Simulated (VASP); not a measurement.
# HfS2: relaxation of cell and atoms with PBE+D3(BJ)

The system is HfS2, a sheet with vacuum.

```
S Hf
1.0
     3.63000    0.00000    0.00000
    -1.81500    3.14367    0.00000
     0.00000    0.00000   18.88000
S Hf
2 1
Direct
  0.33333 0.66667 0.42373
  0.66667 0.33333 0.57627
  0.00000 0.00000 0.50000
```

The cell was built by a generator and needn't be a form met in nature.

| Quantity | Value |
| --- | --- |
| Program | VASP 6.6.1 |
| Task | relaxation of cell and atoms |
| Functional | PBE |
| Dispersion | D3(BJ) |
| Potentials or basis | VASP PAW PBE potentials, release 64 (S, Hf_pv) |
| Cutoff | 600 eV |
| k mesh | 12 × 12 × 1 |
| Occupations | gaussian, width 0.03 eV |
| Spin | no spin polarisation |
| Dipole correction | no |
| Further INCAR settings | ALGO = Fast; EDIFF = 1e-07; IBRION = 2; EDIFFG = -0.005; NSW = 60; ISIF = 3 |

* Relaxed volume: 71.03 Å³/atom
* Relaxed cell: a = 3.610 Å, b = 3.610 Å, c = 18.880 Å, α = 90.00°, β = 90.00°, γ = 120.00°
* Space group after relaxing (to 0.05 Å): P-3m1 (No. 164)
* Energy gained by relaxing: 0.8 meV/atom
* Ionic steps: 6
* Band gap on the k mesh: 1.21 eV, indirect (least direct gap 2.08 eV)
* Dispersion energy per atom: -0.230 eV

Step by step:
| step | energy change (eV) | largest force (eV/Å) | pressure (GPa) | volume (Å³) |
| --- | --- | --- | --- | --- |
| 1 | 0.0000 | 0.0554 | -0.10 | 215.45 |
| 2 | -0.0012 | 0.1133 | 0.15 | 213.51 |
| 3 | -0.0012 | 0.1053 | 0.11 | 213.82 |
| 4 | -0.0021 | 0.0497 | 0.06 | 213.43 |
| 5 | -0.0023 | 0.0097 | 0.01 | 213.16 |
| 6 | -0.0023 | 0.0013 | 0.00 | 213.10 |

Final structure:
```xyz
3
Lattice="3.6102 0.0000 0.0000 -1.8051 3.1265 0.0000 0.0000 0.0000 18.8800" Properties=species:S:1:pos:R:3 pbc="T T T"
S     0.0000    2.0843    7.9866
S     1.8051    1.0422   10.8934
Hf   -1.8051    3.1265    9.4400
```

Levels at points of the mesh, in eV from the valence-band top:
```csv
k point,band 9,band 10,band 11,band 12,band 13,band 14
"(0.00, 0.00, 0.00)",-0.95,0.00,0.00,2.08,2.08,2.77
"(0.50, 0.00, 0.00)",-2.35,-1.33,-1.05,1.21,4.20,4.29
```

It took 5.7 min on 4 MPI ranks on Intel(R) Xeon(R) Platinum 8375C CPU @ 2.90GHz (Ice Lake), on a shared host, peak memory 0.45 GiB a rank.

Caveat: spin-orbit coupling is left out, which moves the levels of the heavy elements.
